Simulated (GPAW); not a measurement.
# CdSe (Cadmoselite): G0W0 with GPAW, start to end, part 2 of 2

Wanted: ground state, empty states, screening and self-energy for CdSe (Cadmoselite).

GPAW 26.7.0; LDA and many-body steps on it, plane waves. Known limits of the many-body steps: not at the basis limit; no spin-orbit coupling; coarse k mesh.

So far. Step 3 (Bands along the symmetry lines): The gap is 0.423 eV, as in the run before at this level. Step 4 (Empty states on the mesh, 3×3×2 mesh, 366 bands): On this mesh the gap is 0.423 eV.

The database entry behind the starting cell differs from later determinations by our own check (inner coordinate of an old entry), so it need not match the best structure at ambient conditions.

### 5. Screening and self-energy, 3×3×2 mesh, 356 bands, screening to 125 eV

Now the one-shot GW correction: screening in the RPA, then the self-energy of the levels asked for.

This step: G0W0 on LDA, plane waves, PAW.

Input file run.py:

```python
import json
import numpy as np
from gpaw.mpi import world
from gpaw.response.g0w0 import G0W0

gw = G0W0('full.gpw',
    filename='gw',
    kpts=[0],
    bands=(16, 20),
    ecut=125,
    nbands=356,
    integrate_gamma='WS',
    ppa=True)
gw.calculate()
res = {mode: {k: v for k, v in r.items() if k != 'sigma_eskwn'}
       for mode, r in gw.all_results.items()}

if world.rank == 0:
    with open('result.json', 'w') as f:
        json.dump(res, f, default=lambda x: x.tolist())
```

Started as:

```sh
$ mpirun -n 8 gpaw python run.py
```

Numbers of over 12 decimals in the logs are rounded to 6 here.

What it wrote:

```text
Using integrator: PointIntegrator
FrequencyGridDescriptor(from 0.000+0.000j to 0.000+27.211j eV, 2 points)
Nonperiodic BCs:  [False False False]
Using integrator: PointIntegrator
FrequencyGridDescriptor(from 0.000+0.000j to 0.000+27.211j eV, 2 points)
Nonperiodic BCs:  [False False False]
  ___  _ _ _
 |   || | | |
 | | || | | |
 |__ ||_____|
 |___|

BZ k-points: Symmetries present (total): 6

  [... matrices ...]
18 k-points: 3 x 3 x 2 Monkhorst-Pack grid + [0.000000,0.000000,1/4]
6 k-points in the irreducible part of the Brillouin zone
       k-points in crystal coordinates                weights
   0:     0.00000000    0.00000000    0.00000000          1/18
   1:     0.00000000    0.00000000    0.50000000          1/18
   2:     0.33333333    0.00000000    0.00000000          6/18
   3:     0.33333333    0.00000000    0.50000000          6/18
   4:     0.33333333    0.33333333    0.00000000          2/18
   5:     0.33333333    0.33333333    0.50000000          2/18

Distributing spins, k-points and bands (1 x 1 x 4) over 8 processes
Number of blocks: 1

Quasi particle states:
k-points (IBZ indices): [0]
Band range: (16, 20)
  [... matrices ...]
Computational parameters:
Plane wave cut-off: 125 eV
Number of bands: 356
Coulomb cutoff: None
Broadening: 0.1 eV

fxc modes: GW
Kernel: RPA
Using Godby-Needs plasmon-pole approximation:
  Fitting energy: i*E0, E0 = 1.000 Hartree
Summing all q:

Calculating screened Coulomb potential
No Coulomb truncation
FrequencyGridDescriptor(from 0.000+0.000j to 0.000+27.211j eV, 2 points)
Removing empty qpoint cache files...

Calculating chi0 body with:
    Ground state adapter containing:
    Number of spins: 1
    Number of kpoints: 18
    Number of irreducible kpoints: 6
    Number of completely occupied states: 18
    Number of partially occupied states: 18
    Occupied states memory: 5.537109375 M / cpu

    Linear response parametrization:
    q_c: [0.0, 0.0, 0.0]
    Number of frequency points: 2
    Planewave cutoff: 125.0
    Number of bands: 356
    Number of planewaves: 361
    Broadening (eta): 1e-06
    comm.size: 8
    kncomm.size: 8
    blockcomm.size: 1

    Memory estimate of potentially large arrays:
        chi0_wGG: 3.977081 M / cpu
Integrating chi0 body.

Symmetries of q_c:
    Direct symmetries (Uq -> q): 6
    Indirect symmetries (TUq -> q): 6
In total 12 allowed symmetries.

  [... matrices ...]
6 groups of equivalent kpoints. 66.666667% reduction.

Integral kind: response function
Integrating chi0 head and wings.

Symmetries of q_c:
    Direct symmetries (Uq -> q): 6
    Indirect symmetries (TUq -> q): 6
In total 12 allowed symmetries.

  [... matrices ...]
6 groups of equivalent kpoints. 66.666667% reduction.

Integral kind: response function wings

Calculating chi0 body with:
    Ground state adapter containing:
    Number of spins: 1
    Number of kpoints: 18
    Number of irreducible kpoints: 6
    Number of completely occupied states: 18
    Number of partially occupied states: 18
    Occupied states memory: 5.537109375 M / cpu

[... the further q-points ...]

Results:
f:      Occupation numbers
eps:     KS-eigenvalues [eV]
vxc:     KS vxc [eV]
exx:     Exact exchange [eV]
sigma:   Self-energies [eV]
dsigma:  Self-energy derivatives
Z:       Renormalization factors
qp:      QP-energies [eV]

k-point 0 (0): (0.000, 0.000, 0.000)                GW
band       f     eps     vxc     exx   sigma  dsigma       Z      qp
                                                                   GW
  16   1.000   3.318 -17.911 -20.309   1.979  -0.274   0.785   2.989
  17   1.000   3.318 -17.911 -20.309   1.979  -0.274   0.785   2.989
  18   0.000   3.741 -13.595  -9.392  -3.499  -0.243   0.804   4.307
  19   0.000   5.208 -13.016  -8.331  -3.946  -0.245   0.803   5.801
```

Run time: 54 s. Hardware: 8 MPI ranks of INTEL XEON PLATINUM 8581C at 2.10GHz (Emerald Rapids), shared host; peak memory 3.4 GiB.

This step gave:

```
G0W0 gap on the points computed              : 1.319 eV
least direct G0W0 gap on the computed points : 1.319 eV
Z at the valence top                         : 0.7850
Z at the conduction bottom                   : 0.8043
starting gap on the mesh                     : 0.4228 eV
k of the valence top                         : 0, 0, 0
k of the conduction bottom                   : 0, 0, 0
```

The gap on the mesh goes from 0.42 eV to 1.32 eV, a correction of +0.90 eV.

Limits: finite bands, cutoff and mesh; no spin-orbit coupling; coarse k mesh. v1 is the top filled band, c1 the lowest empty one. Levels before and after the correction, in eV, zero at the valence-band top of each column:

|  | conduction bottom | valence top |
| --- | --- | --- |
| Kohn-Sham | 0.42 | 0.00 |
| G0W0 | 1.32 | 0.00 |

|  | level | energy (eV) |
| --- | --- | --- |
| Kohn-Sham | Γ v2-v1 | 0.000 |
| Kohn-Sham | Γ c1 | 0.423 |
| Kohn-Sham | Γ c2 | 1.890 |
| G0W0 | Γ v2-v1 | 0.000 |
| G0W0 | Γ c1 | 1.319 |
| G0W0 | Γ c2 | 2.813 |

### 6. Where the time went

Times are wall times on the hardware named with each run, good to a factor of about two.

| step | time | share | memory (GiB) |
| --- | --- | --- | --- |
| ground state | 6.5 s | 8 % | 1.5 |
| bands along the symmetry lines | 11 s | 13 % | 1.6 |
| empty states on the mesh | 12 s | 14 % | 3.3 |
| screening and self-energy | 54 s | 65 % | 3.4 |

### 7. What came out

| Property | Result |
| --- | --- |
| LDA gap | 0.42 eV, direct |
| G0W0 gap on the mesh | 1.32 eV |
| GW settings | 3×3×2 mesh, 356 bands, screening to 125 eV, Godby-Needs plasmon pole |
| known limits | not at the basis limit; no spin-orbit coupling; coarse k mesh |

In words: G0W0 moves the gap on the mesh from 0.42 eV to 1.32 eV (+0.90 eV), with Z of 0.79 and 0.80 at the edges. Only 1 of the mesh's irreducible points was corrected, so a valley elsewhere could overtake. The dearest step here is «screening and self-energy». Bands and cutoff are finite, so the gap is not at the basis limit. The miss can reach some tenths of an eV and take either sign; the mesh is an error of its own. These stock PAW sets were not made for GW; the filled d or f shell of Se lies in the frozen core, which bears on start and correction. In the G0W0 run levels were corrected at 1 k point alone, so a gap called «on the mesh» is the least over those, and an edge elsewhere would be missed. The 3×3×2 mesh is coarse for this cell, which bears on the long-range parts of exchange and screening. The many-body steps are scalar-relativistic: spin-orbit coupling is not in them.

[Paths, hosts, dates, memory and timing lines, banners, echoed tables and standing remarks are left out of the program output.]

[Logs are printed without paths, hosts, clocks, repeated set-up lines and the standing remarks that a program may print on its own settings, such as how far it seeks lower states.]

[Runs of the session that timed out or met a known fault of the program may be left out.]

[Hosts, paths, dates, database ids (printed as entryN), source tags and the programs' standing remarks are cut or masked in the printed files.]
